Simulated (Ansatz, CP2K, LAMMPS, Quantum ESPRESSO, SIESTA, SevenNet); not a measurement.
# Structure and levels of amorphous 86SiO2-14P2O5 (mol %) (100 atoms) across programs

Aim: relax amorphous 86SiO2-14P2O5 (mol %) (100 atoms), then compare forces, pressure and levels from several programs at that geometry.

All numbers are calculated, not measured.

## Step 1: The structure

The cell holds 100 atoms (24 Si, 8 P and 68 O), with edges of 11.40, 11.40 and 11.40 Å. Recipe: 100 atoms (24 Si, 8 P, 68 O) placed at random at 2.25 g/cm³, melted at 5000 K for 10 ps at fixed volume with the Morse and Coulomb pair potential with partial charges (Pedone, Malavasi, Menziani, Cormack and Segre, J. Phys. Chem. B 110, 11780 (2006)). Quenched from 5000 K to 300 K at 50 K/ps and fixed volume, held 5 ps, then minimised at fixed cell. Then the atoms were relaxed with SevenNet l3i5 in the fixed cell. Then the atoms were relaxed with CP2K double zeta, PBE.

## Step 2: The relaxation

CP2K double zeta (DZVP-MOLOPT-SR, GTH-PBE potentials, 480 Ry; k-points Γ) took 20 geometry steps and reached its thresholds. It started from the geometry that SevenNet l3i5 had relaxed.

It took 12 min on 4 MPI ranks of Intel Xeon Platinum 8488C (Sapphire Rapids), shared host; peak memory 2.8 GiB.

|  | before | after |
| --- | --- | --- |
| energy (meV/atom) | 0 | -2.9 |
| Si-O bonds under 2.16 Å | 97 at 1.641 Å | 97 at 1.646 Å |
| O-P bonds under 2.08 Å | 32 at 1.559 Å | 32 at 1.567 Å |

Atoms moved by 0.03 Å r.m.s. and 0.05 Å at most, with the common shift taken off.

## Step 3: Structure of the relaxed cell

Density 2.25 g/cm³, 14.81 Å³ an atom.

Pair distribution functions g(r), in bins of 0.2 Å:

| r (Å) | total | O-O | O-Si | O-P | Si-Si | Si-P | P-P |
| --- | --- | --- | --- | --- | --- | --- | --- |
| 1.40 | 0.38 | 0.00 | 0.00 | 3.48 | 0.00 | 0.00 | 0.00 |
| 1.60 | 5.08 | 0.00 | 12.09 | 10.36 | 0.00 | 0.00 | 0.00 |
| 1.80 | 0.28 | 0.00 | 0.73 | 0.36 | 0.00 | 0.00 | 0.00 |
| 2.00 | 0.03 | 0.00 | 0.10 | 0.00 | 0.00 | 0.00 | 0.00 |
| 2.20 | 0.00 | 0.00 | 0.00 | 0.00 | 0.00 | 0.00 | 0.00 |
| 2.40 | 0.25 | 0.55 | 0.00 | 0.00 | 0.00 | 0.00 | 0.00 |
| 2.60 | 2.25 | 4.87 | 0.00 | 0.00 | 0.00 | 0.00 | 0.00 |
| 2.80 | 0.89 | 1.87 | 0.09 | 0.00 | 0.00 | 0.00 | 0.00 |
| 3.00 | 0.53 | 0.31 | 0.04 | 0.00 | 2.69 | 5.34 | 1.95 |
| 3.20 | 0.77 | 0.63 | 0.25 | 0.43 | 4.81 | 1.86 | 0.00 |
| 3.40 | 0.62 | 0.53 | 0.78 | 0.94 | 0.18 | 0.27 | 0.00 |
| 3.60 | 0.94 | 0.71 | 1.19 | 2.00 | 0.00 | 0.23 | 0.00 |
| 3.80 | 1.01 | 0.70 | 1.62 | 1.35 | 0.00 | 0.00 | 1.29 |
| 4.00 | 1.17 | 0.69 | 1.96 | 1.65 | 0.38 | 0.19 | 0.00 |
| 4.20 | 1.24 | 0.71 | 2.04 | 1.59 | 0.46 | 1.05 | 1.05 |
| 4.40 | 0.88 | 0.77 | 0.86 | 1.18 | 0.53 | 1.77 | 1.88 |
| 4.60 | 0.94 | 1.04 | 0.72 | 0.88 | 0.58 | 2.17 | 2.58 |
| 4.80 | 1.09 | 1.63 | 0.50 | 0.52 | 1.07 | 1.06 | 2.39 |
| 5.00 | 1.32 | 1.81 | 0.77 | 0.78 | 1.57 | 1.48 | 0.00 |
| 5.20 | 1.12 | 1.36 | 0.68 | 0.92 | 1.97 | 1.14 | 0.68 |
| 5.40 | 0.93 | 0.81 | 1.11 | 0.67 | 1.42 | 0.94 | 0.61 |
| 5.60 | 1.01 | 0.83 | 1.07 | 1.17 | 1.75 | 1.18 | 0.58 |

Bonds by pair of elements; cutoffs follow the first minimum of g(r), held within bounds set by covalent radii, and pairs that aren't listed don't count as bonded:

| pair A-B | cutoff (Å) | bonds | mean length (Å) | spread (Å) | shortest (Å) | B about A | A about B |
| --- | --- | --- | --- | --- | --- | --- | --- |
| O-Si | 2.16 | 97 | 1.65 | 0.041 | 1.58 | 1.43 | 4.04 |
| O-P | 2.08 | 32 | 1.57 | 0.064 | 1.46 | 0.471 | 4 |

How many atoms have how many bonded neighbours:

| element | mean | 1 | 2 | 4 | 5 |
| --- | --- | --- | --- | --- | --- |
| O | 1.90 | 7 | 61 | 0 | 0 |
| P | 4 | 0 | 0 | 8 | 0 |
| Si | 4.04 | 0 | 0 | 23 | 1 |

Bond angles, per cent of each kind in bins of 5°:

| angle (°) | O-Si-O | O-P-O | Si-O-Si | P-O-Si |
| --- | --- | --- | --- | --- |
| 80–85 | 0.7 | 0.0 | 0.0 | 0.0 |
| 85–90 | 0.7 | 0.0 | 0.0 | 0.0 |
| 90–95 | 2.0 | 0.0 | 0.0 | 0.0 |
| 95–100 | 2.0 | 4.2 | 0.0 | 0.0 |
| 100–105 | 12.8 | 31.2 | 0.0 | 0.0 |
| 105–110 | 43.2 | 22.9 | 0.0 | 0.0 |
| 110–115 | 23.6 | 20.8 | 0.0 | 0.0 |
| 115–120 | 10.8 | 16.7 | 0.0 | 0.0 |
| 120–125 | 2.0 | 4.2 | 0.0 | 0.0 |
| 125–130 | 0.7 | 0.0 | 2.7 | 8.7 |
| 130–135 | 0.7 | 0.0 | 10.8 | 21.7 |
| 135–140 | 0.0 | 0.0 | 13.5 | 21.7 |
| 140–145 | 0.0 | 0.0 | 8.1 | 21.7 |
| 145–150 | 0.0 | 0.0 | 13.5 | 13.0 |
| 150–155 | 0.0 | 0.0 | 8.1 | 8.7 |
| 155–160 | 0.0 | 0.0 | 24.3 | 4.3 |
| 160–165 | 0.0 | 0.0 | 5.4 | 0.0 |
| 165–170 | 0.0 | 0.0 | 2.7 | 0.0 |
| 170–175 | 0.7 | 0.0 | 5.4 | 0.0 |
| 175–180 | 0.0 | 0.0 | 5.4 | 0.0 |

Bond angles (no mean is given where the spread exceeds 20°):

| angle | count | mean (°) | spread (°) |
| --- | --- | --- | --- |
| O-Si-O | 148 | 109 | 8.3 |
| O-P-O | 48 | 109 | 6.4 |
| Si-O-Si | 37 | 151 | 12.8 |
| P-O-Si | 23 | 140 | 7.7 |
| P-O-P | 1 | 141 | 0 |

Oxygen atoms by the number of network formers (Si, P, Ge, B, Al, As, Ga) bound to them:

| network formers bound to O | O atoms | per cent |
| --- | --- | --- |
| 0 | 0 | 0 |
| 1 | 7 | 10.3 |
| 2 | 61 | 89.7 |

Network units: each former by its oxygen neighbours and how many of them bridge to another former:

| former | O neighbours | bridging O | atoms |
| --- | --- | --- | --- |
| Si | 4 | 4 | 23 |
| Si | 5 | 5 | 1 |
| P | 4 | 2 | 1 |
| P | 4 | 3 | 5 |
| P | 4 | 4 | 2 |

Bond length by coordination (bonds to H left out):

| element | coordination | atoms | mean bond length (Å) |
| --- | --- | --- | --- |
| O | 1 | 7 | 1.48 |
| O | 2 | 61 | 1.64 |
| Si | 4 | 23 | 1.64 |
| Si | 5 | 1 | 1.74 |

Rings of the network by King's shortest-path rule, up to 12 atoms, one path for each pair of neighbours; H, halogens, alkali and alkaline-earth atoms are left out, and the last column divides by all other atoms, bonded or not:

| ring size (atoms) | rings | per network atom |
| --- | --- | --- |
| 8 | 6 | 0.06 |
| 10 | 6 | 0.06 |
| 12 | 16 | 0.16 |

First main peaks of g(r), for some of the pairs, lie near 2.6 Å (O-O), 1.6 Å (O-Si), 1.6 Å (O-P), 3.2 Å (Si-Si) and 3.1 Å (Si-P). By these cutoffs 90 % of O atoms have 2, all P atoms have 4 and 96 % of Si atoms have 4 bonded neighbours. The O-Si-O angle averages 109° with a spread of 8°. 90 % of the oxygens bridge two formers (Si and P) and 10 % are non-bridging. The commonest Si unit has 4 oxygens, 4 of them shared with other formers (23 of 24 atoms). Rings of 12 atoms are the most common (57 % of those counted); sizes run from 8 to 12, where the search stops.

## Step 4: The plane-wave reference

Quantum ESPRESSO 7.5: Kohn-Sham DFT, PBE, SSSP efficiency 1.3.0 pseudopotentials, plane waves. Its input for the relaxed cell:

```
&control
  calculation = 'scf'
  pseudo_dir = './pseudo'
  outdir = './tmp'
  disk_io = 'none'
  tprnfor = .true.
  tstress = .true.
/
&system
  ibrav = 0
  nat = 100
  ntyp = 3
  ecutwfc = 60
  ecutrho = 480
  nosym = .true.
  occupations = 'smearing'
  smearing = 'fd'
  degauss = 0.003675
/
&electrons
  conv_thr = 5.0e-07
  electron_maxstep = 100
  mixing_beta = 0.4
  mixing_mode = 'plain'
  diagonalization = 'david'
/
ATOMIC_SPECIES
Si 28.085 Si.upf
P 30.974 P.upf
O 15.999 O.upf
CELL_PARAMETERS angstrom
11.39930 0.00000 0.00000
0.00000 11.39930 0.00000
0.00000 0.00000 11.39930
ATOMIC_POSITIONS crystal
Si 0.30483 0.35518 0.82953
Si 0.03098 0.21221 0.05838
Si 0.24322 0.02856 0.08854
[... 95 atom lines left out ...]
O 0.96296 0.43769 0.33107
O 0.93692 0.38121 0.75323
K_POINTS gamma
```

It took 3.3 min on 4 MPI ranks of Intel Xeon Platinum 8488C (Sapphire Rapids), shared host; peak memory 4.9 GiB; 13 min of CPU time.

## Step 5: All levels at this geometry

CPU times are from a shared host and are rough.

```
                level                    basis or training data  k-points  own r.m.s. force (meV/Å)  difference from the reference (meV/Å)  pressure (GPa)  Kohn-Sham gap (eV)  CPU time  memory (GiB)
              QE, PBE   plane waves, SSSP efficiency, 60/480 Ry         Γ                       164                                      -           -2.42                3.34    13 min           4.9
CP2K triple zeta, PBE     TZV2P-UZH, GTH-PBE potentials, 600 Ry         Γ                       183                                    111           -3.89                3.30    17 min           7.1
      SIESTA DZP, PBE  DZP orbitals, shift 0.01 Ry, mesh 400 Ry         Γ                       201                                    236           -0.07                3.40   4.7 min           2.1
        SevenNet l3i5        trained on PBE(+U) plane-wave data         -                       171                                     78           -2.87                   -      10 s           1.6
```

The gap is the spacing of the highest filled and lowest empty Kohn-Sham level on the mesh; a dash marks partly filled levels, a spacing under 0.15 eV or a method without such levels.

## Step 6: Findings

Relaxation in the fixed cell lowers the energy by 3 meV/atom at its own level and moves atoms by up to 0.05 Å. The reference finds an r.m.s. force of 164 meV/Å there and a pressure of -2.42 GPa, at a geometry that CP2K double zeta made. Forces differ from the reference's by 78 meV/Å (SevenNet l3i5), 111 meV/Å (CP2K triple zeta, PBE) and 236 meV/Å (SIESTA DZP, PBE).

CP2K double zeta is at its own minimum here, so the reference's force is itself a measure of how the two differ. Pressures lie -0.4 GPa (SevenNet l3i5), -1.5 GPa (CP2K triple zeta, PBE) and +2.4 GPa (SIESTA DZP, PBE) from the reference's. The highest filled and lowest empty levels lie 3.34 eV apart in the reference, against 3.30 eV in CP2K triple zeta, PBE and 3.40 eV in SIESTA DZP, PBE. By these cutoffs 90 % of O atoms have 2, all P atoms have 4 and 96 % of Si atoms have 4 bonded neighbours. 90 % of the oxygens bridge two formers (Si and P) and 10 % are non-bridging.

**Limits.** The density was set by the recipe and held. One sample of a disordered cell; defect or tail levels can set the gap. Gaps are read on the mesh, which holds the band edges only if they fold onto it, and semilocal functionals tend to put them under measured ones. The quench rate of 50 K/ps is many orders above laboratory rates, so the cell is likely richer in defects and strain than a real sample. The reference samples only Γ, in a cell whose shortest periodic width is 11 Å. The plane-wave runs aren't exact: their cutoffs and mesh weren't converged further here. SIESTA's automatically made basis is far from complete, and its potentials were converted by us (checked for H, C, O, Si, Ge and Ca alone). Where levels are smeared, the DFT runs use Fermi–Dirac occupations at 580 K (0.05 eV), and energies are free energies.

[Logs are printed without paths, hosts, clocks, repeated set-up lines and the standing remarks that a program may print on its own settings, such as how far it seeks lower states.]

[Hosts, paths, dates, database ids (printed as entryN), source tags and the programs' standing remarks are cut or masked in the printed files.]
